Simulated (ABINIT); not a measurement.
The system is ZnSe (Stilleite).

```
Se Zn
1.0
     0.00000    2.83380    2.83380
     2.83380    0.00000    2.83380
     2.83380    2.83380    0.00000
Se Zn
1 1
Direct
  0.75000 0.75000 0.75000
  0.00000 0.00000 0.00000
```

Program: ABINIT 10.8.3 (patched build). Alike in all runs: no spin polarisation; cell as given; smearing fermi-dirac 0.05 eV.

Q: Order these runs on this cell by their band gap on the k mesh, lowest first.
A. level LDA; potentials or basis JTH PAW LDA v2.0; k mesh 6 × 6 × 6; cutoff (eV) 544; fine-grid cutoff 1088.46 eV
B. level r2SCAN; potentials or basis JTH PAW PBE v2.0; k mesh 10 × 10 × 10; cutoff (eV) 653; fine-grid cutoff 1251.72 eV
C. level HCTH407; potentials or basis JTH PAW PBE v2.0; k mesh 8 × 8 × 8; cutoff (eV) 544; fine-grid cutoff 1088.46 eV
D. level BP86; potentials or basis JTH PAW PBE v2.0; k mesh 8 × 8 × 8; cutoff (eV) 544; fine-grid cutoff 1088.46 eV
E. level HLE16; potentials or basis JTH PAW PBE v2.0; k mesh 8 × 8 × 8; cutoff (eV) 544; fine-grid cutoff 1088.46 eV

A: A (1.03 eV), D (1.23 eV), C (1.69 eV), B (1.85 eV), E (2.55 eV).

Caveats: the potentials were made for a functional far from this one (some runs).

Runs at the PBE level aren't shown here.
